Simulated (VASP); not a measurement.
Wanted: the native input for a VASP 6.6.1 run.

```yaml
Task: relaxation of cell and atoms
Functional: r2SCAN
Potentials_or_basis: VASP PAW PBE potentials, release 64 (N, B)
Cutoff: 600 eV
k_mesh: 13 × 13 × 13
Occupations: fermi-dirac, width 0.05 eV
Spin: no spin polarisation
Further_INCAR_settings: ALGO = Normal; EDIFF = 1e-07; IBRION = 2; EDIFFG = -0.01; NSW = 40; ISIF = 3
```

The structure of BN lies in POSCAR:

```
BN
1.0
    0.0000000000      1.8130010000      1.8130010000
    1.8130010000      0.0000000000      1.8130010000
    1.8130010000      1.8130010000      0.0000000000
N B
1 1
Direct
    0.2500000000      0.2500000000      0.2500000000
    0.0000000000      0.0000000000      0.0000000000
```

The cell is a database's computed one.

The input as run:

INCAR

```
ALGO = Normal ; EDIFF = 1E-7
EDIFFG = -0.01 ; ENCUT = 600
IBRION = 2 ; ISIF = 3
ISMEAR = -1 ; LASPH = T
LCHARG = F ; LMIXTAU = T
LREAL = F ; LWAVE = F
METAGGA = R2SCAN ; NELM = 100
NSW = 40 ; PREC = Accurate
SIGMA = 0.05
```

KPOINTS

```
k-points
0
Gamma
  13 13 13
```

Potentials or basis: VASP PAW PBE potentials, release 64 (N, B).

Launch:

```console
$ cat potpaw_PBE.64/N/POTCAR potpaw_PBE.64/B/POTCAR > POTCAR
$ mpirun -np 1 vasp_std > vasp.out
```

It gave:

```
Relaxed volume                         : 5.90 Å³/atom
Relaxed cell                           : a = 2.555 Å, b = 2.555 Å, c = 2.555 Å, α = 60.00°, β = 60.00°, γ = 60.00°
Space group after relaxing (to 0.05 Å) : F-43m (No. 216)
Energy gained by relaxing              : 0.8 meV/atom
Ionic steps                            : 3
Pressure after relaxing                : 0.0 GPa
Band gap on the k mesh                 : 5.06 eV, indirect (least direct gap 9.53 eV)
```

Caveat: the PAW data sets were made with another functional, which shifts forces and pressure a little; an odd mesh through Γ misses points on the zone boundary, where band edges often lie.

Wall time 72 s on 1 thread of AMD EPYC 9R45 96-Core Processor (Zen 5) (shared host), peak memory 0.09 GiB.
